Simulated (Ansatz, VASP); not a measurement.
## Pb in VASP and in Ansatz

```xyz
1
Lattice="-1.9328 1.9328 1.9328 1.9328 -1.9328 1.9328 1.9328 1.9328 -1.9328" Properties=species:S:1:pos:R:3 pbc="T T T"
Pb    0.0000    0.0000    0.0000
```

Alike in both runs: functional PBE; k mesh 14 × 14 × 14; occupations fermi-dirac, width 0.1 eV; no spin polarisation.

Ansatz relaxed the structure, and its values are those at the end. VASP's run is a single point on that final structure, the one shown.

|  | VASP | Ansatz |
| --- | --- | --- |
| version | VASP 6.6.1 | Ansatz 0.2.0 |
| potentials or method | VASP PAW PBE potentials, release 64 (Pb_d) | PAW with Ansatz's default frozen-core files, scalar-relativistic |
| plane-wave cutoff (eV) | 520 | 420 |
| valence electrons in the cell | 14 | 14 |

|  | VASP | Ansatz | Ansatz less VASP |
| --- | --- | --- | --- |
| pressure (GPa) | 4.8 | 4.9 | +0.06 |

Spin-orbit coupling is left out, which matters for the levels of Pb.
